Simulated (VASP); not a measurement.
HC18, 19 atoms in the cell. The cell holds a slab with vacuum, 19 atoms: a = 7.398 Å, b = 7.398 Å, c = 12.000 Å, α = 90.00°, β = 90.00°, γ = 120.00°. The cell was built by a generator and needn't be a form met in nature.

```yaml
Program: VASP 6.6.1
Task: single point
Functional: PBEsol
Potentials_or_basis: VASP PAW PBE potentials, release 64 (C, H)
Cutoff: 520 eV
k_mesh: 2 × 2 × 1
Occupations: gaussian, width 0.02 eV
Spin: collinear spin, zero start
Starting_moments: "[0.0, 0.0, 0.0, 0.0, 0.0, 0.0, 0.0, 0.0, 0.0, 0.0, 0.0, 0.0, 0.0, 0.0, 0.0, 0.0, 0.0, 0.0, 0.0] μB"
Dipole_correction: no
Further_INCAR_settings: LREAL = Auto; ALGO = Fast; EDIFF = 1e-06; NBANDS = 56
```

Potentials or basis: VASP PAW PBE potentials, release 64 (C, H).

The run is started by

```bash
$ cat potpaw_PBE.64/C/POTCAR potpaw_PBE.64/H/POTCAR > POTCAR
$ mpirun -np 1 vasp_std > vasp.out
```

Hardware: 1 thread of Intel(R) Xeon(R) 6975P-C (Granite Rapids) (shared host).

Q: How long does it take, and how much memory?

A: Wall time 9.2 min on 1 thread of Intel(R) Xeon(R) 6975P-C (Granite Rapids), on a shared host, peak memory 0.85 GiB. Counts: scf iterations 24, k points 4.
